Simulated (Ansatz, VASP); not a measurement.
**KF: VASP beside Ansatz**

Contents of POSCAR:

```
KF
1.0
    1.4146389041      3.5365972604      3.5365972604
    3.5365972604      1.4146389041      3.5365972604
    3.5365972604      3.5365972604      1.4146389041
K F
1 1
Direct
    0.0000000000      0.0000000000      0.0000000000
    0.5000000000      0.5000000000      0.5000000000
```

The input INCAR.step1:

```
SYSTEM = KF
PREC = Accurate
ENCUT = 520
ISMEAR = 0
SIGMA = 0.05
LREAL = .FALSE.
LASPH = .TRUE.
NELM = 60
NBANDS = 15
GGA = PE
ALGO = Normal
EDIFF = 1E-4
LWAVE = .TRUE.
LCHARG = .FALSE.
```

The input INCAR.step2:

```
SYSTEM = KF
PREC = Accurate
ENCUT = 520
EDIFF = 1E-6
ISMEAR = 0
SIGMA = 0.05
LREAL = .FALSE.
LASPH = .TRUE.
NELM = 60
ALGO = Normal
ISIF = 2
LWAVE = .FALSE.
LCHARG = .TRUE.
METAGGA = R2SCAN
LMIXTAU = .TRUE.
LELF = .TRUE.
LVHAR = .TRUE.
NBANDS = 15
ISTART = 1
```

The input KPOINTS:

```
Automatic mesh
0
G
  8 8 8
  0 0 0
```

Input for Ansatz:

```yaml
crystal:
  lattice:
    - [1.4146389041, 3.5365972604, 3.5365972604]
    - [3.5365972604, 1.4146389041, 3.5365972604]
    - [3.5365972604, 3.5365972604, 1.4146389041]
  atoms:
    - { symbol: K, position: [0.0, 0.0, 0.0] }
    - { symbol: F, position: [0.5, 0.5, 0.5] }
basis:
  ecutwfc: 500
kpoints:
  mp_grid: { grid: [8, 8, 8] }
hamiltonian:
  xc: r2scan
scf:
  occupations: { method: gaussian, width: 0.05 }
output:
  forces: true
  stress: true
  eigenvalues: true
```

Alike in both runs: task single point; functional r2SCAN; k mesh 8 × 8 × 8; occupations gaussian, width 0.05 eV; no spin polarisation.

|  | VASP | Ansatz |
| --- | --- | --- |
| version | VASP 6.6.1 | Ansatz 0.2.0 |
| potentials or method | VASP PAW PBE potentials, release 64 (K_sv, F) | scalar-relativistic, plane waves, PAW |
| plane-wave cutoff (eV) | 520 | 500 |
| valence electrons in the cell | 16 | 16 |

|  | VASP | Ansatz | Ansatz less VASP |
| --- | --- | --- | --- |
| gap on the k mesh at the Fermi level (eV) | 2.33 | 2.34 | +0.001 |
| least direct gap on the mesh (eV) | 2.33 | 2.34 | +0.001 |
| pressure (GPa) | -3.1 | -3.0 | +0.10 |
| largest component of the traceless stress (GPa) | 19.09 | 19.08 | -0.013 |

Caveats: the PAW data sets were made with another functional, which shifts forces and pressure a little (VASP). A k mesh can miss the band edges. r2SCAN opens gaps a little over a GGA but as a rule still falls short of measured ones.
